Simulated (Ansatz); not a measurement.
AlN:

```xyz
2
Lattice="0.0000 2.0345 2.0345 2.0345 0.0000 2.0345 2.0345 2.0345 0.0000" Properties=species:S:1:pos:R:3 pbc="T T T"
Al    2.0345    2.0345    2.0345
N     0.0000    0.0000    0.0000
```

Measurements of this composition are mostly on another form, of space group No. 186.

| Item | Value |
| --- | --- |
| Program | Ansatz 0.2.0 |
| Task | relaxation of cell and atoms |
| Functional | RPBE |
| Dispersion | D4 |
| Potentials or basis | Ansatz PAW |
| Cutoff | 420 eV (not typed: the program's choice for these potentials) |
| k mesh | 11 × 11 × 11 |
| Occupations | fermi-dirac, width 0.05 eV |
| Spin | no spin polarisation |

At the start: volume 8.42 Å³/atom.

Task: Where does the relaxation end?

Result: It ends after 7 steps and the volume is 8.09 Å³/atom (-4.0 %); space group Fm-3m (No. 225, to 0.05 Å).

Step by step:
| step | energy change (eV) | largest force (eV/Å) | volume (Å³) |
| --- | --- | --- | --- |
| 1 | 0.0000 | 0.0000 | 16.84 |
| 2 | -0.0165 | 0.0000 | 16.53 |
| 3 | -0.0237 | 0.0000 | 16.16 |
| 4 | -0.0236 | 0.0000 | 16.18 |
| 5 | -0.0220 | 0.0000 | 16.18 |
| 6 | -0.0220 | 0.0000 | 16.17 |
| 7 | -0.0220 | 0.0000 | 16.17 |

Final structure:
```
CELL_PARAMETERS angstrom
0.00000 2.00708 2.00708
2.00708 0.00000 2.00708
2.00708 2.00708 0.00000
ATOMIC_POSITIONS crystal
Al 0.50000 0.50000 0.50000
N 0.00000 0.00000 0.00000
```

Caveat: the plane-wave basis is chosen anew once the cell has moved, so the energies of steps on either side of that aren't comparable; the pressure holds a Pulay correction of +0.5 GPa for the finite cutoff; the PAW data sets come from PBE, with cores solved anew for the run's functional, which leaves a small shift of forces and pressure.
